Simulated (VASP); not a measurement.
The system is NiSb.

```
CELL_PARAMETERS angstrom
0.00000 2.98845 2.98845
2.98845 0.00000 2.98845
2.98845 2.98845 0.00000
ATOMIC_POSITIONS crystal
Ni 0.75000 0.75000 0.75000
Sb 0.00000 0.00000 0.00000
```

The cell was built by a generator and needn't be a form met in nature.

```yaml
Program: VASP 6.6.1
Task: relaxation of cell and atoms
Functional: PBEsol
Dispersion: D4
Potentials_or_basis: VASP PAW PBE potentials, release 64 (Ni, Sb)
Cutoff: 600 eV
k_mesh: 5 × 5 × 5
Occupations: fermi-dirac, width 0.0834 eV
Spin: no spin polarisation
```

At the start: pressure -11.2 GPa; volume 26.69 Å³/atom.

**Question.** Where does the relaxation end?

**Answer.** Over 3 steps the energy falls by 204.6 meV/atom and the volume is 21.90 Å³/atom (-18.0 %); space group F-43m (No. 216, to 0.05 Å).

The path:
| step | energy change (eV) | largest force (eV/Å) | pressure (GPa) | volume (Å³) |
| --- | --- | --- | --- | --- |
| 1 | 0.0000 | 0.0000 | -11.18 | 53.38 |
| 2 | -0.3139 | 0.0000 | 9.14 | 40.25 |
| 3 | -0.4091 | 0.0000 | 0.01 | 43.79 |

Final structure:
```
Ni Sb
1.0
     0.00000    2.79760    2.79760
     2.79760    0.00000    2.79760
     2.79760    2.79760    0.00000
Ni Sb
1 1
Direct
  0.75000 0.75000 0.75000
  0.00000 0.00000 0.00000
```

Caveat: the k mesh is coarse (spacing up to 0.36 Å⁻¹), so the values aren't converged; the volume moved by over 15 % at a fixed basis, so the end points are rough; the PAW data sets were made with another functional, which shifts forces and pressure a little; pairwise dispersion overbinds metals, which lowers pressure and volume.
